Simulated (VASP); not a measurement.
Set up this calculation in VASP 6.6.1, as the native input.

```yaml
Task: relaxation of cell and atoms
Functional: r2SCAN
Potentials_or_basis: VASP PAW PBE potentials, release 64 (Mg, O)
Cutoff: 600 eV
k_mesh: 9 × 9 × 6
Occupations: gaussian, width 0.02 eV
Spin: no spin polarisation
Further_INCAR_settings: ALGO = Normal; EDIFF = 1e-07; IBRION = 2; EDIFFG = -0.005; NSW = 90; ISIF = 3
```

The structure of MgO lies in POSCAR:

```
MgO
1.0
    3.3077869900      0.0000000000      0.0000000000
   -1.6538934900      2.8646275600      0.0000000000
    0.0000000000      0.0000000000      4.9828816700
Mg O
2 2
Direct
    0.3333333300      0.6666666700      0.0021597400
    0.6666666700      0.3333333300      0.5021597400
    0.3333333300      0.6666666700      0.4024402600
    0.6666666700      0.3333333300      0.9024402600
```

Measurements of this composition are mostly on another form, of space group No. 225.

These files were run (other wordings do the same):

INCAR

```
SYSTEM = MgO
PREC = Accurate
ENCUT = 600
EDIFF = 1E-7
ISMEAR = 0
SIGMA = 0.02
LREAL = .False.
LASPH = .True.
NELM = 80
ALGO = Normal
ISIF = 3
LWAVE = .False.
LCHARG = .False.
METAGGA = R2SCAN
LMIXTAU = .True.
IBRION = 2
NSW = 90
EDIFFG = -0.005
```

KPOINTS

```
Automatic mesh
0
Gamma
  9 9 6
  0 0 0
```

Potentials or basis: VASP PAW PBE potentials, release 64 (Mg, O).

Launch:

```bash
$ cat potpaw_PBE.64/Mg/POTCAR potpaw_PBE.64/O/POTCAR > POTCAR
$ mpirun -np 1 vasp_std > vasp.out
```

Results of the run:

* Relaxed volume: 11.71 Å³/atom
* Relaxed cell: a = 3.284 Å, b = 3.284 Å, c = 5.017 Å, α = 90.00°, β = 90.00°, γ = 120.00°
* Space group after relaxing (to 0.05 Å): P6_3mc (No. 186)
* Energy gained by relaxing: 0.7 meV/atom
* Ionic steps: 11
* Pressure after relaxing: 0.0 GPa
* Largest force after relaxing: 0.004 eV/Å
* Band gap on the k mesh: 4.24 eV, direct

Caveat: the PAW data sets were made with another functional, which shifts forces and pressure a little; an odd mesh through Γ misses points on the zone boundary, where band edges often lie.

It took 9.8 min on 1 thread of Intel(R) Xeon(R) 6975P-C (Granite Rapids), on a shared host, peak memory 0.2 GiB.
